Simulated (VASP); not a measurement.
Mg$_{2}$Sn (strained antifluorite): one PBE single-point calculation in two programs

```xyz
3
Lattice="-0.0330 3.3807 3.3807 3.3807 -0.0330 3.3807 3.3807 3.3807 -0.0330" Properties=species:S:1:pos:R:3 pbc="T T T"
Sn    0.0000    0.0000    0.0000
Mg    1.6869    1.6869    1.6869
Mg    5.0416    5.0416    5.0416
```

The two codes use different PAW datasets and cutoffs. VASP's cell holds 18 valence electrons and Ansatz's 34. Ansatz's stress includes a Pulay correction; VASP's doesn't.

Cutoffs: 520 eV in VASP, 420 eV in Ansatz. k meshes: 6×6×6 and 6×6×6.

```csv
,VASP,Ansatz
gap between bands v and c,-0.25 eV (bands overlap: a metal),-0.24 eV (bands overlap: a metal)
least direct gap,1.26 eV,1.27 eV
pressure,0.2 GPa,0.4 GPa
```

Band v is the last that the valence electrons fill when counted band by band, and c is the next. Levels in eV from the top of v, Ansatz:

```
point    v−1      v      c   c+1
    Γ  -0.08   0.00   1.27  2.02
    X  -2.18  -2.09  -0.24  0.13
    K  -3.55  -1.85   0.25  2.61
    L  -0.93  -0.93   0.46  2.08
    W  -3.80  -2.72   2.57  2.84
```

VASP:

```tsv
point	v−1	v	c	c+1
Γ	-0.08	0.00	1.26	2.01
X	-2.18	-2.10	-0.25	0.13
K	-3.55	-1.86	0.25	2.61
L	-0.93	-0.93	0.45	2.07
W	-3.81	-2.72	2.57	2.84
```
